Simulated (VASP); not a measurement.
A run of VASP 6.6.1 is set up as follows.

The input INCAR:

```
ALGO = Normal ; EDIFF = 1E-6
ENCUT = 520 ; GGA = PS
ISIF = 2 ; ISMEAR = 0
LASPH = T ; LCHARG = T
LELF = T ; LREAL = F
LVHAR = T ; LWAVE = F
NBANDS = 19 ; NELM = 80
PREC = Accurate ; SIGMA = 0.02
```

Contents of KPOINTS:

```
k-points
0
Gamma
  10 10 10
```

The input POSCAR:

```
BaF2
1.0
    0.0000000000      3.0878000000      3.0878000000
    3.0878000000      0.0000000000      3.0878000000
    3.0878000000      3.0878000000      0.0000000000
Ba F
1 2
Direct
    0.0000000000      0.0000000000      0.0000000000
    0.2500000000      0.2500000000      0.2500000000
    0.7500000000      0.7500000000      0.7500000000
```

Potentials or basis: VASP PAW PBE potentials, release 64 (Ba_sv, F).

The run is started by

```console
$ cat potpaw_PBE.64/Ba_sv/POTCAR potpaw_PBE.64/F/POTCAR > POTCAR
$ mpirun -np 1 vasp_std > vasp.out
```

Problem. Estimate the pressure.

Solution. 0.1 GPa.

Problem. What does it give for the band gap on the k mesh?

Solution. 6.67 eV, indirect (least direct gap 6.76 eV).

Caveat: the PAW data sets were made with another functional, which shifts forces and pressure a little; spin-orbit coupling is left out, which moves the levels of the heavy elements. A k mesh can miss the band edges.
